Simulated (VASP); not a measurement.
**A VASP 6.6.1 single-point calculation on CdTe**

INCAR

```
IBRION = -1
ISIF = 2
SIGMA = 0.01
EDIFF = 1E-7
LCHARG = .FALSE.
METAGGA = R2SCAN
LWAVE = .FALSE.
ISMEAR = 0
PREC = Accurate
LASPH = .TRUE.
LREAL = .FALSE.
NBANDS = 16
ALGO = Normal
NSW = 0
ENCUT = 700
NELM = 120
```

KPOINTS

```
KPOINTS created by Atomic Simulation Environment
0
Monkhorst-Pack
6 6 6
0 0 0
```

POSCAR

```
Cd Te
 1.0000000000000000
     0.0000000000000000    3.1487569115000000    3.1487569115000000
     3.1487569115000000    0.0000000000000000    3.1487569115000000
     3.1487569115000000    3.1487569115000000    0.0000000000000000
 Cd  Te
   1   1
Cartesian
  0.0000000000000000  0.0000000000000000  0.0000000000000000
  1.5743784557500000  1.5743784557500000  1.5743784557500000
```

The recommended PBE PAW datasets give the neutral cell 18 valence electrons.

Command

```
mpirun -np 1 vasp_std
```

How does this run end, and what does it give?

It converged. Results: gap between bands v and c on the k mesh 2.12 eV; least direct gap on the k mesh 2.12 eV; pressure 6.7 GPa. Band v is the last that the valence electrons fill when counted band by band, and c is the next.

OSZICAR

```
N       E                     dE             d eps       ncg     rms          rms(c)
DAV:   1     0.764549682492E+02    0.76455E+02   -0.10107E+04   904   0.129E+03
DAV:   2    -0.467090525549E+02   -0.12316E+03   -0.11600E+03  1072   0.272E+02
DAV:   3    -0.509923685667E+02   -0.42833E+01   -0.42767E+01  1088   0.525E+01
DAV:   4    -0.510244589406E+02   -0.32090E-01   -0.32089E-01  1160   0.421E+00
DAV:   5    -0.510250287544E+02   -0.56981E-03   -0.56981E-03  1160   0.453E-01    0.679E+00
DAV:   6    -0.465098622765E+02    0.45152E+01   -0.27970E+00   952   0.222E+01    0.755E+00
DAV:   7    -0.464849754599E+02    0.24887E-01   -0.13024E-01  1016   0.393E+00    0.488E+00
DAV:   8    -0.464926561234E+02   -0.76807E-02   -0.71159E-02  1048   0.280E+00    0.973E-01
DAV:   9    -0.464947740615E+02   -0.21179E-02   -0.47016E-03  1208   0.602E-01    0.344E-01
DAV:  10    -0.464944955500E+02    0.27851E-03   -0.14444E-03  1040   0.408E-01    0.756E-02
DAV:  11    -0.464944856709E+02    0.98791E-05   -0.80388E-05  1208   0.106E-01    0.438E-02
DAV:  12    -0.464944879589E+02   -0.22880E-05   -0.15352E-05   992   0.450E-02    0.309E-02
DAV:  13    -0.464944902518E+02   -0.22929E-05   -0.62913E-06  1056   0.194E-02    0.346E-03
DAV:  14    -0.464944897152E+02    0.53657E-06   -0.85818E-07  1208   0.984E-03    0.588E-03
DAV:  15    -0.464944898488E+02   -0.13358E-06   -0.10315E-07   616   0.323E-03    0.170E-03
DAV:  16    -0.464944898613E+02   -0.12521E-07   -0.37914E-08   456   0.224E-03
   1 F= -.46494490E+02 E0= -.46494490E+02  d E =-.749085E-22
```

The shifted mesh misses Γ, so a band edge there is missed.

For comparison, a separate r²SCAN run of the intended cell, on usual settings and not on those above, gives a gap of 1.56 eV on its mesh and a pressure of 6.7 GPa.
